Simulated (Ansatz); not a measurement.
# ZnGa15O24: the cost of one run

Program: Ansatz 0.2.0. Level of theory: DFT PBE, scalar-relativistic, plane waves, PAW. These are calculated values, not measurements.

3 further runs of the same task are left out: 3 set aside as unsound or not needed.

## (1) The system as given

The cell holds 40 atoms (Ga15O24Zn): a = 7.639 Å, b = 7.757 Å, c = 8.519 Å, α = 72.52°, β = 75.43°, γ = 67.19°.

The coordinates of this cell stand in the input of its own run.

The host was relaxed before at PBE: a = 12.454 Å, b = 3.083 Å, c = 5.878 Å, α = 90.00°, β = 103.70°, γ = 90.00° (conventional cell), 10.964 Å³/atom.

Places, in fractions of the supercell: Zn in place of Ga at (0.651, 0.666, 0.663). The start keeps the symmetry of the ideal site.

Earlier runs gave the host's free energy in this supercell, -74160.490 eV, its gap, 2.01 eV, and ε0 = 12.31.

## (2) Charge 0, atoms relaxed

The input, input.yaml:

```yaml
crystal:
  lattice:
    - [-4.8290928131, -1.5416333309, -5.7151521872]
    - [-6.2270641294, 4.6248999927, -0.0062291728]
    - [1.3979713164, 6.1665333236, -5.7089230144]
  atoms:
    - { symbol: Zn, position: [0.6509655917, 0.6660406981, 0.6632108743], spin: 0.143 }
    - { symbol: Ga, position: [0.9009655917, 0.4160406981, 0.4132108743] }
    - { symbol: Ga, position: [0.1509655917, 0.1660406981, 0.1632108743] }
    - { symbol: Ga, position: [0.4009655917, 0.9160406981, 0.9132108743] }
    - { symbol: Ga, position: [0.5990344083, 0.0839593019, 0.0867891257] }
    - { symbol: Ga, position: [0.8490344083, 0.8339593019, 0.8367891257] }
    - { symbol: Ga, position: [0.0990344083, 0.5839593019, 0.5867891257] }
    - { symbol: Ga, position: [0.3490344083, 0.3339593019, 0.3367891257] }
    - { symbol: Ga, position: [0.4648084135, 0.7150436827, 0.3299193413] }
    - { symbol: Ga, position: [0.7148084135, 0.4650436827, 0.0799193413] }
    - { symbol: Ga, position: [0.9648084135, 0.2150436827, 0.8299193413] }
    - { symbol: Ga, position: [0.2148084135, 0.9650436827, 0.5799193413] }
    - { symbol: Ga, position: [0.7851915865, 0.0349563173, 0.4200806587] }
    - { symbol: Ga, position: [0.0351915865, 0.7849563173, 0.1700806587] }
    - { symbol: Ga, position: [0.2851915865, 0.5349563173, 0.9200806587] }
    - { symbol: Ga, position: [0.5351915865, 0.2849563173, 0.6700806587] }
    - { symbol: O, position: [0.5003632182, 0.4916869247, 0.756325611], spin: 0.143 }
    - { symbol: O, position: [0.7503632182, 0.2416869247, 0.506325611] }
    - { symbol: O, position: [0.0003632182, 0.9916869247, 0.256325611] }
    - { symbol: O, position: [0.2503632182, 0.7416869247, 0.006325611] }
    - { symbol: O, position: [0.7496367818, 0.2583130753, 0.993674389] }
    - { symbol: O, position: [0.9996367818, 0.0083130753, 0.743674389] }
    - { symbol: O, position: [0.2496367818, 0.7583130753, 0.493674389] }
    - { symbol: O, position: [0.4996367818, 0.5083130753, 0.243674389] }
    - { symbol: O, position: [0.412440261, 0.9349517818, 0.1518962289] }
    - { symbol: O, position: [0.662440261, 0.6849517818, 0.9018962289], spin: 0.143 }
    - { symbol: O, position: [0.912440261, 0.4349517818, 0.6518962289], spin: 0.143 }
    - { symbol: O, position: [0.162440261, 0.1849517818, 0.4018962289] }
    - { symbol: O, position: [0.837559739, 0.8150482182, 0.5981037711], spin: 0.143 }
    - { symbol: O, position: [0.087559739, 0.5650482182, 0.3481037711] }
    - { symbol: O, position: [0.337559739, 0.3150482182, 0.0981037711] }
    - { symbol: O, position: [0.587559739, 0.0650482182, 0.8481037711] }
    - { symbol: O, position: [0.0727681825, 0.6002148098, 0.8180309383] }
    - { symbol: O, position: [0.3227681825, 0.3502148098, 0.5680309383] }
    - { symbol: O, position: [0.5727681825, 0.1002148098, 0.3180309383] }
    - { symbol: O, position: [0.8227681825, 0.8502148098, 0.0680309383] }
    - { symbol: O, position: [0.1772318175, 0.1497851902, 0.9319690617] }
    - { symbol: O, position: [0.4272318175, 0.8997851902, 0.6819690617], spin: 0.143 }
    - { symbol: O, position: [0.6772318175, 0.6497851902, 0.4319690617], spin: 0.143 }
    - { symbol: O, position: [0.9272318175, 0.3997851902, 0.1819690617] }
  host:
    lattice:
      - [6.2270641294, -1.5416333309, 0.0062291728]
      - [6.2270641294, 1.5416333309, 0.0062291728]
      - [-1.3979713164, 0.0, 5.7089230144]
    atoms:
      - { symbol: Ga, position: [0.3414968551, 0.3414968551, 0.685823534] }
      - { symbol: Ga, position: [0.6585031449, 0.6585031449, 0.314176466] }
      - { symbol: Ga, position: [0.9100739519, 0.9100739519, 0.2052722452] }
      - { symbol: Ga, position: [0.0899260481, 0.0899260481, 0.7947277548] }
      - { symbol: O, position: [0.5039749286, 0.5039749286, 0.7433111707] }
      - { symbol: O, position: [0.4960250714, 0.4960250714, 0.2566888293] }
      - { symbol: O, position: [0.8263039786, 0.8263039786, 0.4356635101] }
      - { symbol: O, position: [0.1736960214, 0.1736960214, 0.5643364899] }
      - { symbol: O, position: [0.1635085038, 0.1635085038, 0.1092008792] }
      - { symbol: O, position: [0.8364914962, 0.8364914962, 0.8907991208] }
basis:
  ecutwfc: 420
  xc_grid: 2
kpoints:
  mp_grid: { grid: [2, 2, 2], shift: [0.5, 0.5, 0.5] }
hamiltonian:
  xc: pbe
scf:
  occupations: { method: gaussian, width: 0.02 }
  lower_state_search: "off"
output:
  forces: true
  stress: false
  eigenvalues: true
  populations: true
  charged_corrections:
    defect_position: [0.65096559, 0.6660407, 0.66321087]
    epsilon:
      - [11.4967, 0.0, -0.5625]
      - [0.0, 11.6406, 0.0]
      - [-0.5625, 0.0, 13.7955]
  write_density: true
  write_potential: true
  elf: true
  volumetric_format: npy
magnetization:
  spin_polarized: true
relax:
  adjacent_minimum: "off"
  f_tol: 0.03
  max_steps: 40
```

Started as:

```sh
> ansatz run input.yaml --threads 8 --pin off --max-ram 16384MiB --backend cpu --events-out ev --progress --plain --runs-dir out
```

Q: Estimate wall time and peak memory on 8 threads of Arm Neoverse V1, shared host.

About 4.9 min, with a peak of 3.7 GiB.
